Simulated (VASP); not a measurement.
# The defect H_Cl in a supercell of LiCl (Fm-3m), part 6 of 9

Aim: the formation energy and local structure of the defect H_Cl in LiCl (Fm-3m). The start is a computed cell from the Materials Project.

VASP 6.6.1, plane waves and PAW; the level of theory is named at each step.

So far. Step 7 (Reference Li): The run ended after 5 ionic steps, 0.002 eV below its first step, once forces and stress met EDIFFG = -0.02. Step 7 (Reference Li): Energy at zero smearing: -1.96127 eV.

### Step 8. Relaxing the defect, charge 0 (continued)

Level of this step: PBEsol; plane waves and PAW (Li, Cl, H) (VASP).

Valence density in the ac plane at fractional y = 0.500, through the centre, with atoms of Cl and H within 0.45 Å of it. It is the smooth field of the valence electrons, not physical close to the nuclei.

Values in e/Å³, 13 rows by 16 columns, each cell a mean:
```
0.1 0.3 0.3 0.1 0.0 0.1 0.3 0.4 0.2 0.1 0.1 0.2 0.4 0.3 0.1 0.0
0.2 1.0 1.4 1.0 0.2 0.1 0.7 1.4 1.1 0.4 0.1 0.3 1.4 1.2 0.7 0.1
0.1 0.5 1.2 1.4 0.7 0.1 0.3 1.1 1.3 1.0 0.1 0.1 0.8 1.2 1.4 0.3
0.1 0.1 0.3 0.6 0.4 0.1 0.0 0.2 0.6 0.5 0.1 0.0 0.1 0.4 0.5 0.2
0.1 0.2 0.2 0.1 0.1 0.0 0.0 0.1 0.1 0.1 0.1 0.1 0.2 0.1 0.1 0.1
0.2 0.9 1.3 0.7 0.1 0.0 0.1 0.3 0.2 0.0 0.1 0.4 1.2 1.1 0.3 0.1
0.1 0.7 1.2 1.4 0.5 0.1 0.1 0.5 0.8 0.2 0.0 0.2 1.2 1.0 1.2 0.2
0.1 0.1 0.6 1.0 0.5 0.1 0.0 0.1 0.2 0.1 0.0 0.0 0.2 0.9 0.9 0.3
0.1 0.1 0.1 0.1 0.1 0.1 0.1 0.1 0.1 0.0 0.0 0.1 0.1 0.1 0.1 0.1
0.2 0.6 0.8 0.3 0.1 0.1 0.5 0.9 0.5 0.1 0.1 0.3 0.9 0.7 0.2 0.0
0.1 1.0 1.2 1.2 0.3 0.1 0.6 1.4 1.2 0.7 0.1 0.3 1.4 1.1 1.0 0.2
0.1 0.3 1.0 1.4 0.6 0.1 0.1 0.7 1.3 0.9 0.2 0.1 0.5 1.2 1.2 0.3
0.1 0.1 0.1 0.2 0.2 0.1 0.0 0.1 0.2 0.2 0.1 0.1 0.1 0.1 0.2 0.1
```
Columns run along a (10.8 Å), rows up along c (10.8 Å). Atoms in or near the plane, at fractional coordinates: Cl at (0.17, 0.17), Cl at (0.17, 0.50), Cl at (0.17, 0.83), Cl at (0.50, 0.17), Cl at (0.50, 0.83), Cl at (0.83, 0.17), Cl at (0.83, 0.50), Cl at (0.83, 0.83), H at (0.50, 0.50).

The run ended after 9 ionic steps, 0.119 eV below its first step, once the forces on the free atoms met EDIFFG = -0.03.

The 6 first neighbours (Li) lie 2.54 Å from the site in the perfect crystal and 2.39 Å on average from the atom on it after the relaxation (-5.8 %).

### Step 9. One level near or in the gap, charge 0

Band 105 lies 0.72 eV above the host's valence-band top and is filled at this k-point; by the alignment of the summary it is the level farthest from both edges.

The input, INCAR:

```
SYSTEM = Li27HCl26
PREC = Normal
ENCUT = 300
EDIFF = 1E-05
NELM = 120
ISMEAR = 0
SIGMA = 0.05
LREAL = Auto
ALGO = Fast
GGA = PS
LWAVE = .FALSE.
LCHARG = .FALSE.
ISYM = 0
ISTART = 1
LPARD = .TRUE.
IBAND = 105
KPUSE = 1
LSEPB = .FALSE.
LSEPK = .FALSE.
NBANDS = 133
```

The input, POSCAR:

```
Li27HCl26
1.0
    0.0000000000      7.6181400852      7.6181400852
    7.6181400852      0.0000000000      7.6181400852
    7.6181400852      7.6181400852      0.0000000000
Li Cl H
27 26 1
Direct
    0.9999881607      0.0000481059      0.0002393526
    0.0000495182      0.9998982312      0.3312634780
    0.0006637963      0.9993931077      0.6683428234
    0.0003694710      0.3316173366      0.9996791641
    0.0007128596      0.3332616482      0.3329478255
    0.0004639845      0.3315558326      0.6683441324
    0.0000880390      0.6681809434      0.9998261484
    0.9994849362      0.6683759718      0.3318335200
    0.9999374992      0.6664635761      0.6669383429
    0.3317237916      0.0000695198      0.0000626141
    0.3333641364      0.0001614365      0.3329937737
    0.3315174328      0.0002145165      0.6683035580
    0.3335782438      0.3337566726      0.9992110933
    0.3335077785      0.3331350546      0.3332885876
    0.3449735852      0.3441420405      0.6553055725
    0.3323641889      0.6676690106      0.9996113765
    0.3423584941      0.6567764292      0.3425944787
    0.3424093073      0.6571305431      0.6575489530
    0.6681117760      0.9992865100      0.0006926271
    0.6687792735      0.9998374230      0.3313620798
    0.6668924753      0.9991421373      0.6668194556
    0.6678664670      0.3320921329      0.0001870387
    0.6558555110      0.3436964212      0.3438820060
    0.6591483167      0.3405927163      0.6589455033
    0.6664149948      0.6665542587      0.0004267402
    0.6567864071      0.6566131561      0.3428135234
    0.6666208262      0.6664011885      0.6666812590
    0.1672838592      0.1669801837      0.1662009121
    0.1671275363      0.1666835424      0.4995086127
    0.1675430752      0.1671613336      0.8328271325
    0.1671318556      0.4997250377      0.1663365269
    0.1693493680      0.4995788507      0.5001292171
    0.1701613987      0.4999576374      0.8299257929
    0.1674256073      0.8323702405      0.1670321816
    0.1698539865      0.8298693942      0.4998518867
    0.1676599612      0.8322935326      0.8327534505
    0.4996212922      0.1670147954      0.1663843790
    0.5003212785      0.1689485568      0.4998952666
    0.5005946144      0.1691777504      0.8303676162
    0.4998196257      0.4998801248      0.1694085794
    0.5002488237      0.4997857744      0.8297274807
    0.4996711897      0.8298002234      0.1699643352
    0.5000143062      0.8296620699      0.4998597886
    0.5002870145      0.8327582738      0.8334759490
    0.8327912358      0.1673686495      0.1669195365
    0.8312852607      0.1686468007      0.5000047940
    0.8329733955      0.1669902576      0.8330315957
    0.8303293390      0.4998498417      0.1696964331
    0.8301148089      0.4995603881      0.5000177510
    0.8329302267      0.5003707579      0.8334530479
    0.8327930204      0.8325261177      0.1671361041
    0.8332188559      0.8325954217      0.5005352118
    0.8332260134      0.8327095698      0.8336577973
    0.4999398703      0.4980058126      0.4988396328
```

The input, KPOINTS:

```
Automatic mesh
0
Gamma
2 2 2
0 0 0
```

Potentials, in the order of the species: Li, Cl and H (PBE family, release 64).

The run starts from files that an earlier step left in the folder.

Command:

```
$ mpirun -np 4 vasp_std
```

What it wrote:

```text
[banner, memory and clock lines left out]
running    4 mpi-ranks, on    1 nodes
 distrk:  each k-point on    4 cores,    1 groups
 distr:  one band on    1 cores,    4 groups

 POSCAR found type information on POSCAR LiClH
 POSCAR found :  3 types and      54 ions
|                                                                             |
|               ----> ADVICE to this user running VASP <----                  |
|                                                                             |
|     You enforced a specific xc type in the INCAR file but a different       |
|     [... a line on the potential file left out ...]
|     I HOPE YOU KNOW WHAT YOU ARE DOING!                                     |
|                                                                             |

 LDA part: xc-table for (Slater+PW92), standard interpolation
|                                                                             |
|           W    W    AA    RRRRR   N    N  II  N    N   GGGG   !!!           |
|           W    W   A  A   R    R  NN   N  II  NN   N  G    G  !!!           |
|           W    W  A    A  R    R  N N  N  II  N N  N  G       !!!           |
|           W WW W  AAAAAA  RRRRR   N  N N  II  N  N N  G  GGG   !            |
|           WW  WW  A    A  R   R   N   NN  II  N   NN  G    G                |
|           W    W  A    A  R    R  N    N  II  N    N   GGGG   !!!           |
|                                                                             |
|     The number of bands has been changed from the values supplied in        |
|     The orbitals not found in the WAVECAR file will be initialized with     |
|     random numbers, which is usually adequate. For correlated               |
|     calculations, however, you should redo the groundstate calculation.     |
|     I found NBANDS = 133. Now, NBANDS = 136.                                |
|                                                                             |

 found WAVECAR, reading the header
  number of bands has changed, file:   133 present:   136
  trying to continue reading WAVECAR, but it might fail
 POSCAR, INCAR and KPOINTS ok, starting setup
 FFT: planning ... GRIDC
 FFT: planning ... GRID_SOFT
 FFT: planning ... GRID
 reading WAVECAR
 random initialization beyond band          133
 the WAVECAR file was read successfully
Calculating partial charge density.
NBMOD not found, set to   1
Use   1 KPOINTS:           1

*****************************************************
* Parameters from pardens
*****************************************************

NBMOD is set to   1
Selected bands:   105
Selected     1 kpoints to calculate charge density.
Selected k-points:     1
Calculating partial charge density only with a part of the kpoint set.
This may change the weights of the k-points.
So I hope you know, what you are doing.
k-point no.    1; bands inside the range    1
 105
Finished calculating partial charge density.
VASP will stop now.
```

Elapsed: 7.6 s, on 4 MPI ranks of AMD EPYC 7R43, shared host; 27 s of CPU time.

From OUTCAR (step 9):

```text
   k-points           NKPTS =      8   k-points in BZ     NKDIM =      8   number of bands    NBANDS=    136

   NELECT =     210.0000    total number of electrons

[... 4 parts as in an earlier step ...]

[... 2 further parts left out ...]
```

Partial charge density in the ac plane at fractional y = 0.500, through the centre, with atoms of Cl and H within 0.45 Å of it. It is the smooth field of the valence electrons, not physical close to the nuclei.

Values in units of 1e-1 Å⁻³, 13 rows by 16 columns, each cell a mean:
```
0.0 0.0 0.0 0.0 0.0 0.0 0.0 0.0 0.0 0.0 0.0 0.0 0.0 0.0 0.0 0.0
0.0 0.1 0.0 0.0 0.0 0.0 0.0 0.0 0.1 0.0 0.0 0.0 0.0 0.0 0.0 0.0
0.0 0.0 0.0 0.1 0.0 0.0 0.0 0.1 0.1 0.0 0.0 0.0 0.0 0.0 0.0 0.0
0.0 0.0 0.0 0.0 0.0 0.0 0.0 0.0 0.0 0.0 0.0 0.0 0.0 0.0 0.0 0.0
0.0 0.0 0.0 0.0 0.0 0.1 0.3 0.3 0.2 0.0 0.0 0.0 0.0 0.0 0.0 0.0
0.0 0.0 0.0 0.0 0.0 0.2 1.0 2.6 1.6 0.3 0.0 0.0 0.0 0.0 0.0 0.0
0.0 0.1 0.0 0.1 0.0 0.1 0.7 4.7 7.2 1.4 0.2 0.0 0.1 0.0 0.1 0.0
0.0 0.0 0.0 0.0 0.0 0.0 0.1 0.7 1.8 1.2 0.3 0.1 0.0 0.0 0.0 0.0
0.0 0.0 0.0 0.0 0.0 0.0 0.0 0.1 0.2 0.3 0.1 0.0 0.0 0.0 0.0 0.0
0.0 0.0 0.0 0.0 0.0 0.0 0.0 0.0 0.0 0.0 0.0 0.0 0.0 0.0 0.0 0.0
0.0 0.0 0.0 0.0 0.0 0.0 0.0 0.0 0.1 0.0 0.0 0.0 0.1 0.0 0.0 0.0
0.0 0.0 0.0 0.0 0.0 0.0 0.0 0.1 0.1 0.0 0.0 0.0 0.0 0.0 0.1 0.0
0.0 0.0 0.0 0.0 0.0 0.0 0.0 0.0 0.0 0.0 0.0 0.0 0.0 0.0 0.0 0.0
```
Columns run along a (10.8 Å), rows up along c (10.8 Å). Atoms in or near the plane, at fractional coordinates: Cl at (0.17, 0.17), Cl at (0.17, 0.50), Cl at (0.17, 0.83), Cl at (0.50, 0.17), Cl at (0.50, 0.83), Cl at (0.83, 0.17), Cl at (0.83, 0.50), Cl at (0.83, 0.83), H at (0.50, 0.50).

(Part 6 of 9 ends here.)

[Lines on the potential files, build, host, timing and source positions are cut from VASP's logs without a mark.]

[Logs are printed without paths, hosts, clocks, repeated set-up lines and the standing remarks that a program may print on its own settings, such as how far it seeks lower states.]

[Hosts, paths, dates, database ids (printed as entryN), source tags and the programs' standing remarks are cut or masked in the printed files.]

[In band tables of VASP the shares of atoms and orbitals are scaled to a sum of 1 inside the atoms' spheres.]

[Runs that stopped without an error message from VASP are left out.]
